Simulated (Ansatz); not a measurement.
Results of PBEsol in Ansatz (plane waves, PAW) for rutile RuO2.

Numerical settings: plane-wave cutoff 520 eV, 12×12×18 k mesh (along the axes of the cell as run), Fermi–Dirac smearing 0.05 eV, no spin polarisation, scalar-relativistic PAW data made under PBE.

Results at a series of volumes:

| V (Å³/atom) | E − E_lowest (meV/atom) |
|---|---|
| 9.867 | 15.46 |
| 10.072 | 3.72 |
| 10.278 | 0.00 |
| 10.483 | 3.44 |
| 10.689 | 13.26 |

Fit the third-order Birch–Murnaghan equation and give B0 and B′.

V0 = 10.278 Å³/atom, B0 = 279 GPa, B′ = 4.7 (fit to the energies at full precision).

Shape and atoms are relaxed at each volume.

Measured, for comparison: bulk modulus 270 GPa (room temperature, no zero-point or thermal correction; as tabulated in LI and ZENG (2008), arXiv:0807.3251). Computed (rounded) less measured: bulk modulus +3 %. A static lattice is as a rule a little smaller and stiffer than an uncorrected measurement, which narrows the difference in the bulk modulus and would widen misses of the other sign.

Note: the bulk modulus comes from volumes at which shape and atoms were relaxed.

The computed numbers hold no vibrational or temperature effects.

Computing time: about 12 core-minutes (a rough figure).

Ansatz is a first-principles code.
